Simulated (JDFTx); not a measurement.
# Ni (P6_3/mmc) in JDFTx: reference runs

How does Ni come out in PBE? The cell is run as given.

All numbers are computed with JDFTx 1.7.0 (patched build); they aren't measurements. Logs are shortened: lines on timing, memory, paths and dates and some standing lists are left out, and cuts for length are marked. The log counts tension as positive stress, the text compression.

**1. The crystal as given**

It takes space group P6_3/mmc (No. 194, hexagonal). Conventional cell: a = 2.448 Å, b = 2.448 Å, c = 4.073 Å, α = 90.00°, β = 90.00°, γ = 120.00°. Ni (site symmetry -6m2) is surrounded by 12 Ni at 2.45 to 2.48 Å.

This isn't the form of Ni at room conditions, which is fcc.

**2. Single point, PBE, collinear spin, ferromagnetic start**

File Ni.in:

```
lattice \
    4.6260928237    -2.3130464118     0.0000000000 \
    0.0000000000     4.0063139057     0.0000000000 \
    0.0000000000     0.0000000000     7.6964908656
coords-type Lattice
ion Ni     0.6666666667     0.3333333333     0.7500000000 1
ion Ni     0.3333333333     0.6666666667     0.2500000000 1

ion-species pseudo/Ni.upf
elec-cutoff 49 392
elec-ex-corr gga-PBE
kpoint-folding 12 12 7
elec-smearing Fermi 0.0018374661
elec-n-bands 26
spintype z-spin
initial-magnetic-moments Ni 1 1
elec-initial-magnetization 2 no
electronic-SCF nIterations 100 energyDiffThreshold 1e-09
electronic-minimize nIterations 30 energyDiffThreshold 1e-7
converge-empty-states yes
forces-output-coords Cartesian

dump-name run.$VAR
dump End Ecomponents EigStats BandEigs Kpoints Forces Stress ElecDensity Dtot
```

Potentials or basis: PseudoDojo-SR-PBE-0.5-standard.

Started as:

```bash
jdftx -c 1 -i Ni.in -o Ni.out
```

Log:

```text
*************** JDFTx 1.7.0 (patched build) ***************

Input parsed successfully to the following command list (including defaults):
[... the input with its defaults ...]

---------- Setting up symmetries ----------

Found 24 point-group symmetries of the bravais lattice
Found 24 space-group symmetries with basis
Applied RMS atom displacement 2.67088e-10 bohrs to make symmetries exact.

---------- Initializing the Grid ----------
R =
[      4.62609     -2.31305            0  ]
[            0      4.00631            0  ]
[            0            0      7.69649  ]
unit cell volume = 142.644
G =
[    1.35821    0.78416         -0  ]
[          0    1.56832          0  ]
[          0         -0    0.81637  ]
Minimum fftbox size, Smin = [  44  44  72  ]
Chosen fftbox size, S = [  48  48  72  ]

---------- Initializing tighter grid for wavefunction operations ----------
R =
[      4.62609     -2.31305            0  ]
[            0      4.00631            0  ]
[            0            0      7.69649  ]
unit cell volume = 142.644
G =
[    1.35821    0.78416         -0  ]
[          0    1.56832          0  ]
[          0         -0    0.81637  ]
Minimum fftbox size, Smin = [  32  32  52  ]
Chosen fftbox size, S = [  32  32  54  ]

---------- Exchange Correlation functional ----------
Initalized PBE GGA exchange.
Initalized PBE GGA correlation.

---------- Setting up pseudopotentials ----------
Width of ionic core gaussian charges (only for fluid interactions / plotting) set to 0

Reading pseudopotential file 'pseudo/Ni.upf':
  'Ni' pseudopotential, 'PBE' functional
  Generated using ONCVPSP code by D. R. Hamann
  18 valence electrons, 4 orbitals, 6 projectors, 1001 radial grid points, with lMax = 2
    3S    l: 0   occupation:  2.0   eigenvalue: -4.081355
    3P    l: 1   occupation:  6.0   eigenvalue: -2.623460
    3D    l: 2   occupation:  8.0   eigenvalue: -0.326118
    4S    l: 0   occupation:  2.0   eigenvalue: -0.207378
  Core radius for overlap checks: 1.60 bohrs.

Initialized 1 species with 2 total atoms.

Folded 1 k-points by 12x12x7 to 1008 k-points.

---------- Setting up k-points, bands, fillings ----------
Reduced to 76 k-points under symmetry.
Computing the number of bands and number of electrons
Calculating initial fillings.
nElectrons:  36.000000   nBands: 26   nStates: 152

----- Setting up reduced wavefunction bases (one per k-point) -----
average nbasis = 2336.953 , ideal nbasis = 2336.900

---------- Setting up ewald sum ----------
Optimum gaussian width for ewald sums = 1.857045 bohr.
Real space sum over 1521 unit cells with max indices [  6  6  4  ]
Reciprocal space sum over 2057 terms with max indices [  5  5  8  ]

---------- Allocating electronic variables ----------
Initializing wave functions:  linear combination of atomic orbitals
Note: number of bands (26) exceeds available atomic orbitals (20)
Ni (M=1) pseudo-atom majority spin occupations:   s ( 1 0.5 )  p ( 3 )  d ( 5 )
Ni (M=1) pseudo-atom minority spin occupations:   s ( 1 0 )  p ( 3 )  d ( 4.5 )
	FillingsUpdate:  mu: +1.383862802  nElectrons: 36.000000  magneticMoment: [ Abs: 0.04283  Tot: +0.00000 ]
LCAOMinimize: Iter:   0  F: -325.9705311977600672  |grad|_K:  5.177e-03  alpha:  1.000e+00
	FillingsUpdate:  mu: +1.134165233  nElectrons: 36.000000  magneticMoment: [ Abs: 0.50533  Tot: +0.44407 ]
LCAOMinimize: Iter:   1  F: -327.3973668429391068  |grad|_K:  5.989e-03  alpha:  2.776e-01  linmin: -2.105e-01  cgtest:  4.552e-01
	FillingsUpdate:  mu: +0.718683746  nElectrons: 36.000000  magneticMoment: [ Abs: 1.24712  Tot: +1.18922 ]
[... 15 lines of inner loops ...]
LCAOMinimize: Iter:   8  F: -328.2529331834194295  |grad|_K:  1.045e-06  alpha:  4.073e-01  linmin:  2.230e-04  cgtest: -6.394e-02
	FillingsUpdate:  mu: +0.728776460  nElectrons: 36.000000  magneticMoment: [ Abs: 1.51511  Tot: +1.38837 ]
LCAOMinimize: Iter:   9  F: -328.2529332419973684  |grad|_K:  2.098e-07  alpha:  1.043e+00  linmin: -6.150e-04  cgtest:  1.118e-02
LCAOMinimize: Converged (|Delta F|<1.000000e-06 for 2 iters).

-------- Electronic minimization -----------
Will mix electronic density at each iteration.
	FillingsUpdate:  mu: +0.728776460  nElectrons: 36.000000  magneticMoment: [ Abs: 1.51511  Tot: +1.38837 ]
	FillingsUpdate:  mu: +0.727875029  nElectrons: 36.000000  magneticMoment: [ Abs: 1.51511  Tot: +1.38837 ]
SCF: Cycle:  0   F: -328.276489606062739   dF: -2.356e-02   |Residual|: 1.334e-01   |deigs|: 5.369e-02
	FillingsUpdate:  mu: +0.699667943  nElectrons: 36.000000  magneticMoment: [ Abs: 1.59756  Tot: +1.41430 ]
SCF: Cycle:  1   F: -328.286194849574827   dF: -9.705e-03   |Residual|: 6.125e-02   |deigs|: 2.810e-02
	FillingsUpdate:  mu: +0.709538970  nElectrons: 36.000000  magneticMoment: [ Abs: 1.52897  Tot: +1.36473 ]
SCF: Cycle:  2   F: -328.289500346582884   dF: -3.305e-03   |Residual|: 9.795e-03   |deigs|: 9.826e-03
	FillingsUpdate:  mu: +0.710164371  nElectrons: 36.000000  magneticMoment: [ Abs: 1.50641  Tot: +1.32459 ]
SCF: Cycle:  3   F: -328.289503595607982   dF: -3.249e-06   |Residual|: 3.931e-03   |deigs|: 6.937e-04
	FillingsUpdate:  mu: +0.709859694  nElectrons: 36.000000  magneticMoment: [ Abs: 1.51753  Tot: +1.32739 ]
SCF: Cycle:  4   F: -328.289509360847205   dF: -5.765e-06   |Residual|: 1.224e-03   |deigs|: 3.671e-04
	FillingsUpdate:  mu: +0.709804726  nElectrons: 36.000000  magneticMoment: [ Abs: 1.51997  Tot: +1.32933 ]
SCF: Cycle:  5   F: -328.289509615952738   dF: -2.551e-07   |Residual|: 3.542e-04   |deigs|: 8.806e-05
	FillingsUpdate:  mu: +0.709830034  nElectrons: 36.000000  magneticMoment: [ Abs: 1.51943  Tot: +1.32989 ]
SCF: Cycle:  6   F: -328.289509696665164   dF: -8.071e-08   |Residual|: 1.403e-04   |deigs|: 3.347e-05
	FillingsUpdate:  mu: +0.709830219  nElectrons: 36.000000  magneticMoment: [ Abs: 1.51917  Tot: +1.33006 ]
SCF: Cycle:  7   F: -328.289509711918527   dF: -1.525e-08   |Residual|: 4.772e-05   |deigs|: 1.804e-05
	FillingsUpdate:  mu: +0.709829855  nElectrons: 36.000000  magneticMoment: [ Abs: 1.51895  Tot: +1.32999 ]
SCF: Cycle:  8   F: -328.289509716576958   dF: -4.658e-09   |Residual|: 1.881e-05   |deigs|: 3.265e-05
	FillingsUpdate:  mu: +0.709829409  nElectrons: 36.000000  magneticMoment: [ Abs: 1.51887  Tot: +1.32991 ]
SCF: Cycle:  9   F: -328.289509717652606   dF: -1.076e-09   |Residual|: 9.288e-06   |deigs|: 1.325e-05
	FillingsUpdate:  mu: +0.709828184  nElectrons: 36.000000  magneticMoment: [ Abs: 1.51888  Tot: +1.32989 ]
SCF: Cycle: 10   F: -328.289509717985709   dF: -3.331e-10   |Residual|: 3.634e-06   |deigs|: 1.692e-05
	FillingsUpdate:  mu: +0.709827835  nElectrons: 36.000000  magneticMoment: [ Abs: 1.51888  Tot: +1.32988 ]
SCF: Cycle: 11   F: -328.289509718081263   dF: -9.555e-11   |Residual|: 1.520e-06   |deigs|: 1.525e-05
SCF: Converged (|Delta E|<1.000000e-09 for 2 iters).

Setting wave functions to eigenvectors of Hamiltonian
Converging empty states (this may take a while): |deigs|: 1.298e-04

# Stress tensor in Cartesian coordinates [Eh/a0^3]:
[ -0.000303659            0            0  ]
[            0 -0.000303659            0  ]
[            0            0 -0.000159095  ]

# Ionic positions in lattice coordinates:
ion Ni   0.666666666666667   0.333333333333333   0.750000000000000 1
ion Ni   0.333333333333333   0.666666666666667   0.250000000000000 1

# Forces in Cartesian coordinates:
force Ni   0.000000000000000  -0.000000000000000   0.000000000000000 1
force Ni   0.000000000000000   0.000000000000000   0.000000000000000 1

# Energy components:
   Eewald =     -225.6361988842306516
       EH =       91.9476266909730811
     Eloc =     -264.0611630625597286
      Enl =      -52.9507462304017196
      Exc =      -42.8711084808837697
 Exc_core =        7.2889744733437505
       KE =      157.9943541213371816
-------------------------------------
     Etot =     -328.2882613724218572
       TS =        0.0012483456593888
-------------------------------------
        F =     -328.2895097180812627

IonicMinimize: Iter:   0  F: -328.289509718081263  |grad|_K:  2.044e-37
IonicMinimize: Converged (|grad|_K<1.000000e-04).

#--- Lowdin population analysis ---
# oxidation-state Ni +0.216 +0.216
# magnetic-moments Ni +0.698 +0.698

Dumping 'run.eigStats' ...
	eMin: -3.102936 at state 0 ( [ +0.000000 +0.000000 +0.000000 ] spin 1 )
	HOMO: +0.709799 at state 150 ( [ +0.333333 +0.333333 +0.285714 ] spin -1 )
	mu  : +0.709828
	LUMO: +0.709853 at state 119 ( [ +0.083333 +0.333333 +0.428571 ] spin -1 )
	eMax: +1.692553 at state 4 ( [ +0.000000 +0.083333 +0.000000 ] spin 1 )
	HOMO-LUMO gap: +0.000055
	Optical gap  : +0.001112 at state 117 ( [ +0.083333 +0.333333 +0.142857 ] spin -1 )
Done!
```

It took 4.6 min on 1 thread of Arm Neoverse V2, shared host; peak memory 0.4 GiB.

What came out:

```
Free energy            : -8933.2126 eV
Pressure               : 7.5 GPa
Band gap on the k mesh : none (metal or under the smearing width)
Net moment             : 1.33 μB per cell
Absolute moment        : 1.52 μB per cell
Site moments           : Ni +0.70 μB
```

Levels at points of the mesh, in eV from the Fermi level:
Spin up:
| k point | band 16 | band 17 | band 18 | band 19 | band 20 | band 21 |
| --- | --- | --- | --- | --- | --- | --- |
| (0.00, 0.00, 0.00) | -1.73 | -1.73 | -0.79 | -0.79 | -0.65 | 5.51 |
| (0.00, 0.50, 0.00) | -0.67 | -0.63 | -0.56 | 1.13 | 3.09 | 9.32 |
Spin down:
| k point | band 15 | band 16 | band 17 | band 18 | band 19 | band 20 | band 21 |
| --- | --- | --- | --- | --- | --- | --- | --- |
| (0.00, 0.00, 0.00) | -1.46 | -0.98 | -0.98 | -0.73 | 0.00 | 0.00 | 5.95 |
| (0.00, 0.50, 0.00) | -1.48 | 0.17 | 0.20 | 0.32 | 1.66 | 3.50 | 9.43 |
